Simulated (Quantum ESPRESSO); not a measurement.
A run of Quantum ESPRESSO 7.5:

File pw.in:

```
&CONTROL
  calculation = 'scf'
  prefix = 'pwscf'
  outdir = './tmp'
  pseudo_dir = './pseudo'
  tprnfor = .true.
  tstress = .true.
  disk_io = 'nowf'
/
&SYSTEM
  ibrav = 0
  nat = 8
  ntyp = 2
  ecutwfc = 55
  ecutrho = 440
  nbnd = 67
  occupations = 'smearing'
  smearing = 'fd'
  degauss = 0.00367493
/
&ELECTRONS
  conv_thr = 1.6d-09
  electron_maxstep = 120
  mixing_beta = 0.5
/
ATOMIC_SPECIES
Zn    65.3800 Zn_pbe_v1.uspp.F.UPF
S     32.0600 s_pbe_v1.4.uspp.F.UPF
CELL_PARAMETERS angstrom
   3.8227000000    0.0000000000    0.0000000000
  -1.9113500000    3.3105553110    0.0000000000
   0.0000000000    0.0000000000   12.5200000000
ATOMIC_POSITIONS crystal
Zn     0.6552580000    0.3350220000    0.7498770000
Zn     0.3072420000    0.6516710000    0.2479860000
Zn    -0.0035850000   -0.0004060000    0.5032080000
Zn     0.0086050000   -0.0007320000   -0.0034370000
S      0.6743580000    0.3312610000    0.9394750000
S      0.3451610000    0.6686360000    0.4331800000
S      0.0125060000   -0.0073430000    0.6888490000
S     -0.0073480000    0.0041460000    0.1905700000
K_POINTS automatic
8 8 3 0 0 0
```

Potentials or basis: SSSP 1.3 efficiency PBE.

Run with:

```sh
$ OMP_NUM_THREADS=1 mpirun -n 2 pw.x -nk 2 -in pw.in > pw.out
```

Hardware: 2 MPI ranks on Arm Neoverse V1, on a shared host.

**Question.** How long does it take, and how much memory?

**Answer.** It took 13 min on 2 MPI ranks on Arm Neoverse V1, with other jobs on the host, peak memory 1.5 GiB a rank. Counts: scf iterations 12, k pools 2, bands 67, k points 98, g dense 166561.
